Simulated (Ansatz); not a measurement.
Problem. Write an Ansatz input for a full relaxation of cell and atoms of WC with PBE (scalar-relativistic), a cutoff of 420 eV (density cutoff 4 times that), a Γ-centred 8×8×8 mesh and Gaussian smearing of 0.05 eV, without spin polarisation. Stop at forces under 0.03 eV/Å and stress under 0.3 GPa, or after 60 steps. Forces, stress and eigenvalues are wanted. The structure:
```
CELL_PARAMETERS angstrom
2.9101377242 0.0000000000 0.0000000000
-1.4550688621 2.5202531977 0.0000000000
0.0000000000 0.0000000000 2.8383987401
ATOMIC_POSITIONS crystal
W 0.0000000000 0.0000000000 0.0000000000
C 0.6666666667 0.3333333333 0.5000000000
```

Solution. 
```yaml
crystal:
  lattice:
    - [2.9101377242, 0.0, 0.0]
    - [-1.4550688621, 2.5202531977, 0.0]
    - [0.0, 0.0, 2.8383987401]
  atoms:
    - { symbol: W, position: [0.0, 0.0, 0.0] }
    - { symbol: C, position: [0.6666666667, 0.3333333333, 0.5] }
basis:
  ecutwfc: 420
  ecutrho_ratio: 4
kpoints:
  mp_grid: { grid: [8, 8, 8] }
hamiltonian:
  xc: pbe
scf:
  occupations: { method: gaussian, width: 0.05 }
output:
  forces: true
  stress: true
  eigenvalues: true
relax:
  f_tol: 0.03
  max_steps: 60
  cell: { stress_tol: 0.3 }
```

Launched as:
```sh
ansatz run input.yaml --threads 4 --pin off --max-ram 7168MiB --backend cpu --events-out ev --progress --plain --runs-dir out
```

Run as written, it has 18 valence electrons, 405 plane waves at Γ (in the final cell), 12 symmetry operations and 50 irreducible k-points; it took 38 SCF iterations in all. Cost: 3.6 s on 4 threads of Arm Neoverse V1, on a shared host, peak memory 0.32 GiB.

The chain of runs began from a measured cell (COD), expanded in volume.
